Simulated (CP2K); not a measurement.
## NaF (Villiaumite) under changes of volume

One of the cells (12.487 Å³/atom); the others are scaled copies at fixed shape and fractional positions:

```
CELL_PARAMETERS angstrom
3.28098 0.00000 0.00000
1.64049 2.84141 0.00000
1.64049 0.94714 2.67891
ATOMIC_POSITIONS crystal
Na 0.00000 0.00000 0.00000
F 0.50000 0.50000 0.50000
```

* Program: CP2K 2026.2
* Functional: LDA
* Potentials or basis: GTH_POTENTIALS Na GTH-PADE-q9, F GTH-PADE-q7; TZVP-MOLOPT-PBE-GTH basis
* Density cutoff: 18368 eV
* k mesh: 10 × 10 × 10
* Occupations: fermi-dirac, width 0.0259 eV
* Spin: no spin polarisation

```tsv
volume (Å³/atom)	energy over the lowest point (meV/atom)	pressure (GPa)	gap on the mesh (eV)
11.738	0.00	-1.0	6.27
11.988	2.46	-2.1	6.16
12.237	6.67	-3.1	6.04
12.487	12.22	-4.0	5.93
12.737	19.06	-4.8	5.83
12.987	27.03	-5.4	5.73
13.236	?	?	?
```

What does the run at 13.236 Å³/atom give?

Energy over the lowest point 36.01 meV/atom; pressure -6.0 GPa; gap on the mesh 5.64 eV.

Worked out: A Birch-Murnaghan fit of order 3 (a polynomial in V^(-2/3)) to the other rows has its minimum at 11.54 Å³/atom, just outside them, with B0 = V·E''(V) = 62 GPa and B' = 5.2. It gives 35.88 meV/atom at 13.236 Å³/atom, against the run's 36.01, and -dE/dV = -6.0 GPa, against -6.0. A straight line through the other rows of the gap, of slope -5.37 eV per unit of ln V (its deformation potential), extrapolates to 5.62 eV, against the run's 5.64.

Energies are extrapolated to zero smearing.

Caveats: the basis of atomic orbitals isn't converged, which shifts pressures, moduli and gaps.

A mesh can miss the band edges.
